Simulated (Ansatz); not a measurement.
# Ta: the cost of one run

Method: DFT PBE, scalar-relativistic, plane waves, PAW, in Ansatz 0.2.0.

2 further runs of the same task are left out: 1 that didn't finish, 1 set aside as unsound or not needed.

## (1) The structure to begin with

The structure is cubic, space group Im-3m (No. 229). The conventional cell has a = 3.319 Å, b = 3.319 Å, c = 3.319 Å, α = 90.00°, β = 90.00°, γ = 90.00°. Around Ta (site symmetry m-3m) lie 8 Ta at 2.87 Å.

Coordinates:

```
Ta
1.0
    -1.65939    1.65939    1.65939
     1.65939   -1.65939    1.65939
     1.65939    1.65939   -1.65939
Ta
1
Direct
  0.00000 0.00000 0.00000
```

This cell was relaxed beforehand with the same method: volume 18.28 Å³/atom, gap on the mesh none (metal).

## (2) Building the ladder chain

A free-standing chain of the crystal's atoms, periodic along c. Atoms and period relax; energies count from the bulk, -9932.2514 eV an atom.

The cell holds 4 Ta: a = 11.700 Å, b = 9.300 Å, c = 5.173 Å, α = 90.00°, β = 90.00°, γ = 90.00°.

## (3) The relaxation run

Pressure and volume refer to the whole cell with its vacuum; only the period along c may change.

input.yaml

```yaml
crystal:
  lattice:
    - [11.7, 0.0, 0.0]
    - [0.0, 9.3, 0.0]
    - [0.0, 0.0, 5.1734810491]
  atoms:
    - { symbol: Ta, position: [0.3839283098, 0.5, 0.0], spin: 1.5 }
    - { symbol: Ta, position: [0.3839283098, 0.5, 0.5], spin: 1.5 }
    - { symbol: Ta, position: [0.6160716902, 0.5, 0.0], spin: 1.5 }
    - { symbol: Ta, position: [0.6160716902, 0.5, 0.5], spin: 1.5 }
basis:
  ecutwfc: 420
kpoints:
  mp_grid: { grid: [1, 1, 13] }
hamiltonian:
  xc: pbe
scf:
  occupations: { method: gaussian, width: 0.05 }
output:
  forces: true
  stress: true
  eigenvalues: true
  populations: true
  write_density: true
  write_potential: true
  elf: true
  volumetric_format: npy
magnetization:
  spin_polarized: true
relax:
  adjacent_minimum: "off"
  f_tol: 0.01
  max_steps: 45
  cell: { fix: [a, b, alpha, beta, gamma], stress_tol: 0.03 }
```

On the command line:

```sh
$ ansatz run input.yaml --threads 2 --pin off --max-ram 5120MiB --backend cpu --events-out ev --progress --plain --runs-dir out
```

**Question.** How long does this run take on 2 threads of AMD EPYC 7R43 (Zen 3), shared host, and how much memory does it need?

About 1.8 min, with a peak of 0.91 GiB.
